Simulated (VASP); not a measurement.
# Cu3N (Pm-3m) in VASP: further runs

The runs below take Cu3N through relaxation of cell and atoms, with PBE+D3(BJ), PBEsol.

All numbers are computed with VASP 6.6.1; they aren't measurements. Logs are shortened: lines on timing, memory, paths and dates and some standing lists are left out, and cuts for length are marked.

## Step 1: Starting point

It takes space group Pm-3m (No. 221, cubic). The conventional cell has a = 3.807 Å, b = 3.807 Å, c = 3.807 Å, α = 90.00°, β = 90.00°, γ = 90.00°. Around Cu (site symmetry 4/mmm) lie 2 N at 1.90 Å. N (site symmetry m-3m) is surrounded by 6 Cu at 1.90 Å.

## Step 2: Relaxation of cell and atoms, PBE+D3(BJ)

INCAR

```
SYSTEM = Cu3N
  PREC = Accurate
  ENCUT = 600
  EDIFF = 1E-6
  ISMEAR = 1
  SIGMA = 0.1
  LREAL = .FALSE.
  LASPH = .TRUE.
  NELM = 80
  ALGO = Normal
  ISIF = 3
  LWAVE = .FALSE.
  LCHARG = .FALSE.
  GGA = PE
  IVDW = 12
  IBRION = 2
  NSW = 90
  EDIFFG = -0.01
```

KPOINTS

```
Automatic mesh
0
G
  10 10 10
  0 0 0
```

POSCAR

```
Cu3N
1.0
    3.8070000000      0.0000000000      0.0000000000
    0.0000000000      3.8070000000      0.0000000000
    0.0000000000      0.0000000000      3.8070000000
Cu N
3 1
Direct
    0.5000000000      0.0000000000      0.0000000000
    0.0000000000      0.5000000000      0.0000000000
    0.0000000000      0.0000000000      0.5000000000
    0.0000000000      0.0000000000      0.0000000000
```

Potentials or basis: VASP PAW PBE potentials, release 64 (Cu, N).

On the command line:

```sh
> cat potpaw_PBE.64/Cu/POTCAR potpaw_PBE.64/N/POTCAR > POTCAR
> mpirun -np 1 vasp_std > vasp.out
```

OUTCAR:

```text
SYSTEM = Cu3N
   PREC = Accurate
   ENCUT = 600
   EDIFF = 1E-6
   ISMEAR = 1
   LREAL = .FALSE.
   LASPH = .TRUE.
   NELM = 80
   ISIF = 3
   GGA = PE
   IVDW = 12
   IBRION = 2
   NSW = 90
   EDIFFG = -0.01
 IVDW          = 12

 ion  position               nearest neighbor table
   1  0.500  0.000  0.000-   4 1.90   4 1.90   2 2.69   3 2.69   2 2.69   2 2.69   3 2.69   3 2.69
                             3 2.69   2 2.69
   2  0.000  0.500  0.000-   4 1.90   4 1.90   1 2.69   3 2.69   1 2.69   3 2.69   3 2.69   3 2.69
                             1 2.69   1 2.69
   3  0.000  0.000  0.500-   4 1.90   4 1.90   1 2.69   1 2.69   2 2.69   2 2.69   2 2.69   2 2.69
                             1 2.69   1 2.69
   4  0.000  0.000  0.000-   1 1.90   2 1.90   3 1.90   3 1.90   2 1.90   1 1.90

  LATTYP: Found a simple cubic cell.
 ALAT       =     3.8070000000

  Lattice vectors:

 A1 = (   3.8070000000,   0.0000000000,   0.0000000000)
 A2 = (   0.0000000000,   3.8070000000,   0.0000000000)
 A3 = (   0.0000000000,   0.0000000000,   3.8070000000)

Analysis of symmetry for initial positions (statically):
=====================================================================
 Subroutine PRICEL returns:
 Original cell was already a primitive cell.

 Routine SETGRP: Setting up the symmetry group for a
 simple cubic supercell.

 Subroutine GETGRP returns: Found 48 space group operations
 (whereof 48 operations were pure point group operations)
 out of a pool of 48 trial point group operations.

The static configuration has the point symmetry O_h .

Analysis of symmetry for dynamics (positions and initial velocities):
=====================================================================
 Subroutine PRICEL returns:
 Original cell was already a primitive cell.

 Routine SETGRP: Setting up the symmetry group for a
 simple cubic supercell.

 Subroutine GETGRP returns: Found 48 space group operations
 (whereof 48 operations were pure point group operations)
 out of a pool of 48 trial point group operations.

The dynamic configuration has the point symmetry O_h .

 Subroutine INISYM returns: Found 48 space group operations
 (whereof 48 operations are pure point group operations),
 and found     1 'primitive' translations

----------------------------------------------------------------------------------------

                                     Primitive cell

  volume of cell :      55.1758

  direct lattice vectors                    reciprocal lattice vectors
     3.807000000  0.000000000  0.000000000     0.262674022  0.000000000  0.000000000
     0.000000000  3.807000000  0.000000000     0.000000000  0.262674022  0.000000000
     0.000000000  0.000000000  3.807000000     0.000000000  0.000000000  0.262674022

  length of vectors
     3.807000000  3.807000000  3.807000000     0.262674022  0.262674022  0.262674022

  position of ions in fractional coordinates (direct lattice)
     0.500000000  0.000000000  0.000000000
     0.000000000  0.500000000  0.000000000
     0.000000000  0.000000000  0.500000000
     0.000000000  0.000000000  0.000000000

  ion indices of the primitive-cell ions
   primitive index   ion index
                 1           1
                 2           2
                 3           3
                 4           4

----------------------------------------------------------------------------------------

 KPOINTS: Automatic mesh

Automatic generation of k-mesh.
 Grid dimensions read from file:
 generate k-points for:   10   10   10

 Generating k-lattice:

  Cartesian coordinates                     Fractional coordinates (reciprocal lattice)
     0.026267402  0.000000000  0.000000000     0.100000000  0.000000000  0.000000000
     0.000000000  0.026267402  0.000000000     0.000000000  0.100000000  0.000000000
     0.000000000  0.000000000  0.026267402     0.000000000  0.000000000  0.100000000

  Length of vectors
     0.026267402  0.026267402  0.026267402

  Shift w.r.t. Gamma in fractional coordinates (k-lattice)
     0.000000000  0.000000000  0.000000000

 Subroutine IBZKPT returns following result:
 ===========================================

 Found     56 irreducible k-points:

 Following reciprocal coordinates:
            Coordinates               Weight
  0.000000  0.000000  0.000000      1.000000
  0.100000  0.000000  0.000000      6.000000
  0.200000  0.000000  0.000000      6.000000
  0.300000  0.000000  0.000000      6.000000
  0.400000  0.000000  0.000000      6.000000
  0.500000  0.000000  0.000000      3.000000
[... 16 lines left out ...]
  0.200000  0.100000  0.100000     24.000000
  0.300000  0.100000  0.100000     24.000000
 [... further k-points ...]
   k-points           NKPTS =     56   k-points in BZ     NKDIM =     56   number of bands    NBANDS=     23
   number of dos      NEDOS =    301   number of ions     NIONS =      4
   total plane-waves  NPLWV =  27000
   dimension x,y,z NGX =    30 NGY =   30 NGZ =   30
   dimension x,y,z NGXF=    60 NGYF=   60 NGZF=   60
   ions per type =               3   1
   NGX,Y,Z   is equivalent  to a cutoff of  13.10, 13.10, 13.10 a.u.
   NGXF,Y,Z  is equivalent  to a cutoff of  26.20, 26.20, 26.20 a.u.
 SYSTEM =  Cu3N
   PREC   = accura    normal or accurate (medium, high low for compatibility)
   ISTART =      0    job   : 0-new  1-cont  2-samecut
   ICHARG =      2    charge: 1-file 2-atom 10-const
   ISPIN  =      1    spin polarized calculation?
   LNONCOLLINEAR =      F non collinear calculations
   LSORBIT =      F    spin-orbit coupling
   LASPH  =      T    aspherical Exc in radial PAW
   ENCUT  =  600.0 eV  44.10 Ry    6.64 a.u.   7.60  7.60  7.60*2*pi/ulx,y,z
   NELM   =     80;   NELMIN=  2; NELMDL= -5     # of ELM steps
   EDIFF  = 0.1E-05   stopping-criterion for ELM
   LREAL  =      F    real-space projection
   EDIFFG = -.1E-01   stopping-criterion for IOM
   NSW    =     90    number of steps for IOM
   IBRION =      2    ionic relax: 0-MD 1-quasi-New 2-CG
   NFREE  =      1    steps in history (QN), initial steepest desc. (CG)
   ISIF   =      3    stress and relaxation
   ISYM   =      2    0-nonsym 1-usesym 2-fastsym
   POTIM  = 0.5000    time-step for ionic-motion
   TEBEG  =    0.0;   TEEND  =   0.0 temperature during run
   PSTRESS=    0.0 pullay stress
   NELECT =      38.0000    total number of electrons
   NUPDOWN=      -1.0000    fix difference up-down
   EMIN   =  10.00;   EMAX   =-10.00  energy-range for DOS
   EFERMI =   0.00;   METHOD = LEGACY
   ISMEAR =     1;   SIGMA  =   0.10  broadening in eV -4-tet -1-fermi 0-gaus
   EFERMI_NEDOS =   21; number of points for ismear=-14 and -15
   IALGO  =     38    algorithm
   IMIX   =      4    mixing-type and parameters
     AMIX     =   0.40;   BMIX     =  1.00
     AMIX_MAG =   1.60;   BMIX_MAG =  1.00
  volume/ion in A,a.u.               =      13.79        93.09
  Fermi-wavevector in a.u.,A,eV,Ry     =   1.445728  2.732029 28.437924  2.090128
  Thomas-Fermi vector in A             =   2.563877
   LORBIT       =      0    0 simple, 1 ext, 2 COOP (PROOUT), +10 PAW based schemes
   GGA     = PE    functional components
   LHFCALC =     F    Hartree Fock is set to
   AEXX    =    0.0000 exact exchange contribution
   IVDW    =    12    specifies the selected vdW correction
   LEPSILON=     F    determine dielectric tensor
   LRPA    =     F    only Hartree local field effects (RPA)
 conjugate gradient relaxation of ions
 non-spin polarized calculation
 Methfessel and Paxton  Order N= 1 SIGMA  =   0.10
  energy-cutoff  :      600.00
  volume of cell :       55.18
 maximum number of plane-waves:      1863
   NGX = 15   NGY = 15   NGZ = 15

--------------------------------------- Ionic step        1  -------------------------------------------

 number of electron      37.9999955 magnetization

 Free energy of the ion-electron system (eV)
  ---------------------------------------------------
  ext. energy  EPLUGINS =         0.00000000
  ---------------------------------------------------
  free energy    TOTEN  =       -18.38284903 eV

  energy without entropy =      -18.38311769  energy(sigma->0) =      -18.38293858

------------------------ aborting loop because EDIFF is reached ----------------------------------------

 Edisp (eV)   -1.38347

 E8    (eV) :    -0.5626

  FORCE on cell =-STRESS in cart. coord.  units (eV):
  Direction    XX          YY          ZZ          XY          YZ          ZX
  --------------------------------------------------------------------------------------
  -------------------------------------------------------------------------------------
  Total      -0.60944    -0.60944    -0.60944     0.00000     0.00000    -0.00000
  in kB     -17.69683   -17.69683   -17.69683     0.00000     0.00000    -0.00000
  external pressure =      -17.70 kB  Pullay stress =        0.00 kB
[... 65 lines left out ...]
  energy  without entropy=      -19.7702918576  energy(sigma->0) =      -19.77010563

--------------------------------------- Ionic step        3  -------------------------------------------

 number of electron      37.9999991 magnetization

 Free energy of the ion-electron system (eV)
  ---------------------------------------------------
  ext. energy  EPLUGINS =         0.00000000
  ---------------------------------------------------
  free energy    TOTEN  =       -18.36482593 eV

  energy without entropy =      -18.36513774  energy(sigma->0) =      -18.36492987

 E-fermi :   5.1981     XC(G=0): -10.8990

 val. band max:        5.1467620811   @ k =   0.5000   0.5000   0.5000
 cond. band min:       5.2893979462   @ k =   0.5000   0.5000   0.0000
 fundamental gap:      0.1426358651
 Fermi energy:         5.1980984166

 k-point     1 :       0.0000    0.0000    0.0000
  band No.  band energies     occupation
      1     -11.8711      2.00000
      2      -0.2293      2.00000
      3       0.2614      2.00000
      4       0.2614      2.00000
      5       0.2614      2.00000
      6       1.1705      2.00000
[... 613 lines left out ...]
     22      10.2179      0.00000
     23      11.6380      0.00000

 [... further k-points ...]

------------------------ aborting loop because EDIFF is reached ----------------------------------------

 Edisp (eV)   -1.40627

 E8    (eV) :    -0.5721

  FORCE on cell =-STRESS in cart. coord.  units (eV):
  Direction    XX          YY          ZZ          XY          YZ          ZX
  --------------------------------------------------------------------------------------
  -------------------------------------------------------------------------------------
  Total       0.02853     0.02853     0.02853    -0.00000     0.00000    -0.00000
  in kB       0.84122     0.84122     0.84122    -0.00000     0.00000    -0.00000
  external pressure =        0.84 kB  Pullay stress =        0.00 kB
[... 19 lines left out ...]
  FREE ENERGIE OF THE ION-ELECTRON SYSTEM (eV)
  ---------------------------------------------------
  free  energy   TOTEN  =       -19.7710920443 eV

  energy  without entropy=      -19.7714038547  energy(sigma->0) =      -19.77119598

 reached required accuracy - stopping structural energy minimisation
```

It took 73 s on 1 thread of Intel Xeon 6975P-C (Granite Rapids), shared host; peak memory 0.22 GiB.

Results:

```
Free energy                            : -19.7711 eV
Relaxed volume                         : 13.59 Å³/atom
Relaxed cell                           : a = 3.788 Å, b = 3.788 Å, c = 3.788 Å, α = 90.00°, β = 90.00°, γ = 90.00°
Space group after relaxing (to 0.05 Å) : Pm-3m (No. 221)
Energy gained by relaxing              : 1.2 meV/atom
Ionic steps                            : 3
Pressure after relaxing                : 0.1 GPa
Band gap on the k mesh                 : 0.14 eV, indirect (least direct gap 0.69 eV)
Dispersion energy per atom             : -0.352 eV
```

The path:
```
step  energy change (eV)  largest force (eV/Å)  pressure (GPa)  volume (Å³)
   1              0.0000                0.0000           -1.77        55.18
   2             -0.0037                0.0000            0.91        53.97
   3             -0.0048                0.0000            0.08        54.34
```

Final structure:
```cif
data_structure
_symmetry_space_group_name_H-M 'P 1'
_symmetry_Int_Tables_number 1
_cell_length_a 3.7878
_cell_length_b 3.7878
_cell_length_c 3.7878
_cell_angle_alpha 90.000
_cell_angle_beta 90.000
_cell_angle_gamma 90.000
_cell_volume 54.34
loop_
_atom_site_label
_atom_site_type_symbol
_atom_site_fract_x
_atom_site_fract_y
_atom_site_fract_z
_atom_site_occupancy
Cu1 Cu 0.50000 0.00000 0.00000 1
Cu2 Cu 0.00000 0.50000 0.00000 1
Cu3 Cu 0.00000 0.00000 0.50000 1
N1 N 0.00000 0.00000 0.00000 1
```

Levels at points of the mesh, in eV from the valence-band top:
```tsv
k point	band 15	band 16	band 17	band 18	band 19	band 20	band 21	band 22	band 23
(0.00, 0.00, 0.00)	-2.42	-1.87	-1.87	-1.87	-1.83	1.06	5.37	5.37	6.64
(0.50, 0.00, 0.00)	-2.41	-2.24	-1.87	-1.45	-1.45	1.63	3.36	6.91	7.26
(0.50, 0.50, 0.00)	-2.47	-2.20	-1.10	-1.10	-0.71	0.14	3.65	4.88	4.88
(0.50, 0.50, 0.50)	-1.92	-1.92	0.00	0.00	0.00	0.76	0.76	0.76	6.14
```

[end of part 1 of 3]
